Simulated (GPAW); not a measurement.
The system is TiB2.

```
Ti B
1.0
     3.02920    0.00000    0.00000
    -1.51460    2.62336    0.00000
     0.00000    0.00000    3.22840
Ti B
1 2
Direct
  0.00000 0.00000 0.00000
  0.66667 0.33333 0.50000
  0.33333 0.66667 0.50000
```

- Program: GPAW 26.7.0
- Task: relaxation of cell and atoms
- Functional: PBEsol
- Potentials or basis: PAW data sets generated in the run's folder for this functional
- Cutoff: 800 eV
- Basis: pw
- k mesh: 7 × 7 × 6
- Occupations: fermi-dirac, width 0.05 eV
- Spin: no spin polarisation

At the start: pressure -4.6 GPa; volume 8.55 Å³/atom.

Q: How do energy, volume and symmetry change on relaxing?

A: Over 5 steps the energy falls by 2.6 meV/atom and the volume is 8.39 Å³/atom (-1.9 %); space group P6/mmm (No. 191, to 0.05 Å).

Step by step:
```csv
step,energy change (eV),largest force (eV/Å),pressure (GPa),volume (Å³)
1,0.0000,0.0000,-4.65,25.66
2,-0.0024,0.0000,-3.79,25.56
3,-0.0070,0.0000,0.44,25.14
4,-0.0071,0.0000,0.36,25.14
5,-0.0077,0.0000,0.00,25.16
```

Final structure:
```cif
data_structure
_symmetry_space_group_name_H-M 'P 1'
_symmetry_Int_Tables_number 1
_cell_length_a 3.0202
_cell_length_b 3.0202
_cell_length_c 3.1854
_cell_angle_alpha 90.000
_cell_angle_beta 90.000
_cell_angle_gamma 120.000
_cell_volume 25.16
loop_
_atom_site_label
_atom_site_type_symbol
_atom_site_fract_x
_atom_site_fract_y
_atom_site_fract_z
_atom_site_occupancy
Ti1 Ti 0.00000 0.00000 0.00000 1
B1 B 0.66667 0.33333 0.50000 1
B2 B 0.33333 0.66667 0.50000 1
```

Caveat: later steps reuse the first step's grids.
